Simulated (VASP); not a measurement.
The input files of a VASP run:

KPOINTS:
```
Automatic mesh
0
Gamma
10 10 8
0 0 0
```

INCAR:
```
SYSTEM = CoPt
PREC = Accurate
ENCUT = 400
EDIFF = 1E-6
NELM = 100
ALGO = Normal
LREAL = .FALSE.
LASPH = .TRUE.
ISMEAR = 1
SIGMA = 0.1
GGA = PE
LMAXMIX = 6
ISPIN = 2
MAGMOM = 2.0 0.0
LORBIT = 10
LWAVE = .FALSE.
LCHARG = .FALSE.
ISIF = 2
```

**POSCAR**
```
CoPt
1
    2.6900000000     0.0000000000     0.0000000000
    0.0000000000     2.6900000000     0.0000000000
    0.0000000000     0.0000000000     3.7000000000
Co Pt
1 1
Cartesian
  0.0000000000   0.0000000000   0.0000000000
  0.5000000000   0.5000000000   0.5000000000
```

POTCAR, in this order: Co Pt (PBE.64 set). Program: vasp_std.

Output

**standard output**
```
 POSCAR found type information on POSCAR CoPt
 POSCAR found :  2 types and       2 ions
 Reading from existing POTCAR
 Reading from existing POTCAR
 LDA part: xc-table for (Slater+PW92), standard interpolation

 -----------------------------------------------------------------------------
|                                                                             |
|           W    W    AA    RRRRR   N    N  II  N    N   GGGG   !!!           |
|           W    W   A  A   R    R  NN   N  II  NN   N  G    G  !!!           |
|           W    W  A    A  R    R  N N  N  II  N N  N  G       !!!           |
|           W WW W  AAAAAA  RRRRR   N  N N  II  N  N N  G  GGG   !            |
|           WW  WW  A    A  R   R   N   NN  II  N   NN  G    G                |
|           W    W  A    A  R    R  N    N  II  N    N   GGGG   !!!           |
|                                                                             |
|     The distance between some ions is very small. Please check the          |
|     nearest-neighbor list in the OUTCAR file.                               |
|     I HOPE YOU KNOW WHAT YOU ARE DOING!                                     |
|                                                                             |
 -----------------------------------------------------------------------------

 POSCAR, INCAR and KPOINTS ok, starting setup
 WAVECAR not read
 entering main loop
       N       E                     dE             d eps       ncg     rms          rms(c)
DAV:   1     0.189709288476E+03    0.18971E+03   -0.10574E+04 12752   0.161E+03
DAV:   2     0.689951652845E+02   -0.12071E+03   -0.11538E+03 13540   0.356E+02
DAV:   3     0.613872140732E+02   -0.76080E+01   -0.75810E+01 15130   0.934E+01
DAV:   4     0.611319050531E+02   -0.25531E+00   -0.25527E+00 15524   0.159E+01
DAV:   5     0.611213429400E+02   -0.10562E-01   -0.10562E-01 15818   0.301E+00    0.216E+02
DAV:   6     0.896564216708E+02    0.28535E+02   -0.13480E+02 15064   0.323E+02    0.113E+02
DAV:   7     0.908977211677E+02    0.12413E+01   -0.26232E+01 14104   0.153E+02    0.548E+01
DAV:   8     0.917002884279E+02    0.80257E+00   -0.93301E+00 14662   0.993E+01    0.229E+01
DAV:   9     0.918670699881E+02    0.16678E+00   -0.14393E+00 18210   0.302E+01    0.508E+00
DAV:  10     0.918572217462E+02   -0.98482E-02   -0.93141E-02 17324   0.350E+00    0.275E+00
DAV:  11     0.918589486763E+02    0.17269E-02   -0.98421E-03 17344   0.135E+00    0.102E+00
DAV:  12     0.918594597221E+02    0.51105E-03   -0.25466E-03 15436   0.158E+00    0.320E-01
DAV:  13     0.918594515506E+02   -0.81715E-05   -0.25613E-04 15794   0.227E-01    0.141E-01
DAV:  14     0.918594544775E+02    0.29269E-05   -0.24748E-05 16764   0.513E-02    0.413E-02
DAV:  15     0.918594549943E+02    0.51681E-06   -0.15511E-06  9646   0.144E-02
   1 F= 0.91859455E+02 E0= 0.91859565E+02  d E =-.329869E-03  mag=    -0.0003
```

### OUTCAR
```
------------------------ aborting loop because EDIFF is reached ----------------------------------------
  FORCE on cell =-STRESS in cart. coord.  units (eV):
  Direction    XX          YY          ZZ          XY          YZ          ZX
  --------------------------------------------------------------------------------------
  Total      162.6279872    162.6279872    147.9464872    151.8699088    151.4656225    151.4657732
  in kB     9731.9436394   9731.9436394   8853.3769601   9088.1613832   9063.9681865   9063.9772019
  external PRESSURE =    9439.0880796 kB  Pullay stress =       0.0000000 kB
  volume of cell :       26.77
      direct lattice vectors                 reciprocal lattice vectors
     2.690000000  0.000000000  0.000000000     0.371747212  0.000000000  0.000000000
     0.000000000  2.690000000  0.000000000     0.000000000  0.371747212  0.000000000
     0.000000000  0.000000000  3.700000000     0.000000000  0.000000000  0.270270270
 POSITION                                       TOTAL-FORCE (eV/Angst)
 -----------------------------------------------------------------------------------
      0.00000      0.00000      0.00000      -302.527100   -302.527100   -301.783611
      0.50000      0.50000      0.50000       302.527100    302.527100    301.783611
 -----------------------------------------------------------------------------------
    total drift:                                0.003018      0.003018     -0.001725
  FREE ENERGIE OF THE ION-ELECTRON SYSTEM (eV)
  ---------------------------------------------------
  free  energy   TOTEN  =        91.8594549943 eV

  energy  without entropy=       91.8597848635  energy(sigma->0) =       91.85956495

 total charge

# of ion       s       p       d       tot
------------------------------------------
    1        1.981   1.990   9.101  13.072
    2        3.206   4.040   8.387  15.633
--------------------------------------------------
tot          5.187   6.030  17.489  28.705

 magnetization (x)

# of ion       s       p       d       tot
------------------------------------------
    1       -0.000  -0.000  -0.000  -0.000
    2       -0.000  -0.000  -0.000  -0.000
--------------------------------------------------
tot         -0.000  -0.000  -0.000  -0.000
```
(Selected blocks of OUTCAR.)

**Question.** Read the log: what went wrong, and how is it fixed?

**Answer.** The cause: fractional coordinates stand under the word Cartesian. The run ends without an error. Against the sound run, the energy per atom (σ→0) goes up by 52.584 eV/atom; the pressure rises by 942.56 GPa; the largest force increases by 523.563 eV/Å; the cell moment falls by 2.27 μB. To mend it, correct POSCAR.
### POSCAR
```
CoPt
1
    2.6900000000     0.0000000000     0.0000000000
    0.0000000000     2.6900000000     0.0000000000
    0.0000000000     0.0000000000     3.7000000000
Co Pt
1 1
Direct
  0.0000000000   0.0000000000   0.0000000000
  0.5000000000   0.5000000000   0.5000000000
```
The mended run (PBE GGA, plane waves, VASP's PBE PAW potentials (set 64)) converges, and its OSZICAR ends with
```
   1 F= -.13308403E+02 E0= -.13308657E+02  d E =0.764039E-03  mag=     2.2705
```

The compound is CoPt in the L1_0 structure. The cell was not relaxed at this level, atoms are displaced from their ideal sites.
